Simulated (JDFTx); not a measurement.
Crystal: Sn.

```
Sn
1.0
    -2.94014    2.94014    1.59930
     2.94014   -2.94014    1.59930
     2.94014    2.94014   -1.59930
Sn
2
Direct
  0.00000 0.00000 0.00000
  0.75000 0.25000 0.50000
```

```yaml
Program: JDFTx 1.7.0 (patched build)
Task: single point
Functional: PBEsol
Potentials_or_basis: PseudoDojo-SR-PBEsol-0.4.1-standard with smoothed tails
Cutoff: 980 eV
Density_cutoff: 7837 eV
k_mesh: 9 × 9 × 9
Occupations: fermi-dirac, width 0.05 eV
Spin: no spin polarisation
```

On this cell: pressure -1.4 GPa; largest force under 0.003 eV/Å; band gap on the k mesh none (metal or under the smearing width).

The same run follows on a disturbed copy (atoms moved at random, drawn with an rms of 0.05 Å):

```xyz
2
Lattice="-2.9401 2.9401 1.5993 2.9401 -2.9401 1.5993 2.9401 2.9401 -1.5993" Properties=species:S:1:pos:R:3 pbc="T T T"
Sn   -0.0709   -0.0015    0.0234
Sn   -0.0164    2.9513    0.7910
```

What does the disturbed cell give?

The energy (extrapolated to zero smearing) moves by +2.6 meV/atom; pressure -1.3 GPa; largest force 0.180 eV/Å; band gap on the k mesh none (metal or under the smearing width).

Forces in eV/Å, atoms in the order of the input:
```
Sn   0.175  0.045 -0.006
Sn  -0.175 -0.045  0.006
```

Stress tensor (GPa, compression positive):
```
-1.27 -0.02  0.30
-0.02 -0.98 -0.07
 0.30 -0.07 -1.65
```
